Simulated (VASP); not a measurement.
# Al: convergence, electric field gradients

Al, P6_3/mmc (no. 194), 2 atoms in the cell. R2SCAN, electric field gradients; PAW potentials Al (PBE set). VASP 6.6.1.

Wanted: Vzz within 5 %; asymmetry within 0.1.

POSCAR:
```
Al
1.0
    2.8124553515      0.0000000000      0.0000000000
   -1.4062276757      2.4356577814      0.0000000000
    0.0000000000      0.0000000000      4.8668500000
Al
2
Direct
    0.3333333333      0.6666666667      0.2500000000
    0.6666666667      0.3333333333      0.7500000000
```

The series start from ENCUT (eV): 400; k mesh: 19 × 19 × 10; EDIFF (eV): 1e-7; SIGMA (eV): 0.1; PREC: Accurate; LREAL: no; ALGO: Normal. Each series keeps the choices made before it, and each single choice may use up half of a tolerance.

## ENCUT (eV)

| ENCUT (eV) | Vzz, largest deviation against the largest value | Asymmetry, largest deviation | SCF iterations | Time (s) |
|---|---|---|---|---|
| 250 | 0.11 % | 0.00 | 19 | 47 |
| 300 | 0.35 % | 0.00 | 18 | 41 |
| 400 | 0.063 % | 0.00 | 15 | 72 |
| 450 | 0.031 % | 0.00 | 15 | 73 |
| 500 | 0.031 % | 0.00 | 15 | 77 |
| 600 (reference) | 0 % | 0.00 | 15 | 100 |

Chosen: 250, the loosest value from which every tighter one stays within half of the tolerance.

## k mesh

| k mesh | Vzz, largest deviation against the largest value | Asymmetry, largest deviation | SCF iterations | Time (s) |
|---|---|---|---|---|
| 3 × 3 × 2 | 2.9 % | 0.00 | 19 | 5.2 |
| 4 × 4 × 2 | 21 % | 0.00 | 15 | 4.0 |
| 6 × 6 × 3 | 1.9 % | 0.00 | 18 | 5.5 |
| 7 × 7 × 4 | 75 % | 0.00 | 19 | 11 |
| 9 × 9 × 5 | 6.2 % | 0.00 | 19 | 9.0 |
| 10 × 10 × 5 | 34 % | 0.00 | 18 | 9.7 |
| 13 × 13 × 7 | 4.5 % | 0.00 | 19 | 16 |
| 16 × 16 × 8 | 4.3 % | 0.00 | 19 | 29 |
| 19 × 19 × 10 | 3.2 % | 0.00 | 19 | 47 |
| 22 × 22 × 11 | 0.32 % | 0.00 | 19 | 57 |
| 26 × 26 × 13 (reference) | 0 % | 0.00 | 19 | 82 |

Chosen: 22 × 22 × 11.

## EDIFF (eV)

| EDIFF (eV) | Vzz, largest deviation against the largest value | Asymmetry, largest deviation | SCF iterations | Time (s) |
|---|---|---|---|---|
| 0.0001 | 0.046 % | 0.00 | 11 | 33 |
| 1e-5 | 0.015 % | 0.00 | 12 | 36 |
| 1e-6 | 0.015 % | 0.00 | 14 | 42 |
| 1e-7 | 0 % | 0.00 | 19 | 57 |
| 1e-8 (reference) | 0 % | 0.00 | 21 | 57 |

Chosen: 0.0001.

## SIGMA (eV)

| SIGMA (eV) | Vzz, largest deviation against the largest value | Asymmetry, largest deviation | SCF iterations | Time (s) |
|---|---|---|---|---|
| 0.3 | 3.1 % | 0.00 | 11 | 32 |
| 0.2 | 2.5 % | 0.00 | 11 | 31 |
| 0.1 | 1.1 % | 0.00 | 11 | 33 |
| 0.05 (reference) | 0 % | 0.00 | 11 | 30 |

Chosen: 0.1.

## PREC

| PREC | Vzz, largest deviation against the largest value | Asymmetry, largest deviation | SCF iterations | Time (s) |
|---|---|---|---|---|
| Accurate | 0 % | 0.00 | 11 | 33 |
| Normal | 0.47 % | 0.00 | 11 | 20 |

Chosen: Normal, the fastest of those that stay within half of the tolerance.

## LREAL

| LREAL | Vzz, largest deviation against the largest value | Asymmetry, largest deviation | SCF iterations | Time (s) |
|---|---|---|---|---|
| no | 0 % | 0.00 | 11 | 20 |
| Auto | 0.076 % | 0.00 | 11 | 24 |

Chosen: no; no other choice that stays within half of the tolerance saves 30 % of the time.

## ALGO

| ALGO | Vzz, largest deviation against the largest value | Asymmetry, largest deviation | SCF iterations | Time (s) |
|---|---|---|---|---|
| Normal | 0 % | 0.00 | 11 | 20 |
| All | 0.091 % | 0.00 | 10 | 20 |

Chosen: Normal.

## All choices together

| Input | Vzz, largest deviation against the largest value | Asymmetry, largest deviation | Time (s) |
|---|---|---|---|
| defaults, on a 16 × 16 × 8 mesh (naive) | 5 % | 0.00 | 9.3 |
| chosen settings | 1.3 % | 0.00 | 20 |
| reference settings throughout | 0 % | 0.00 | 225 |

The tolerance is met.

Values of the reference run: Vzz: 6.492, 6.492 V/A^2; Asymmetry: 0, 0 asymmetry, 0 where Vzz is under 0.3 V/A^2.

## The input

INCAR:
```
ALGO     = Normal         # electronic algorithm
EDIFF    = 1E-4           # SCF threshold, eV
ENCUT    = 250            # plane-wave cutoff, eV
ISMEAR   = 1              # smearing method
KPAR     = 2            
LASPH    = T              # aspherical terms in the spheres
LCHARG   = F              # write CHGCAR
LEFG     = T            
LMIXTAU  = T            
LREAL    = F              # projectors in reciprocal space
LWAVE    = F              # write WAVECAR
METAGGA  = R2SCAN         # meta-GGA
NELM     = 120            # most SCF steps
PREC     = Normal         # precision mode
QUAD_EFG = 146.6        
SIGMA    = 0.1            # smearing width, eV
```

KPOINTS:
```
Automatic mesh
0
Gamma
  22 22 11
  0 0 0
```

Commands:
```
cat potpaw_PBE.64/Al/POTCAR > POTCAR
mpirun -np 2 vasp_std > vasp.out
```

The chosen input took VASP 6.6.1 20 s on 2 cores (Intel Xeon Platinum 8259CL @ 2.50GHz (Skylake/Cascade Lake)), a shared host.

## An input that fails: one k point for a small cell

It runs to its end, but against the unchanged starting input it is off by 2073 % in the Vzz, 0.00 in the asymmetry.

k mesh: 19 × 19 × 10 becomes 1 × 1 × 1.

Changes against the starting input:
```
- KPAR = 2
```
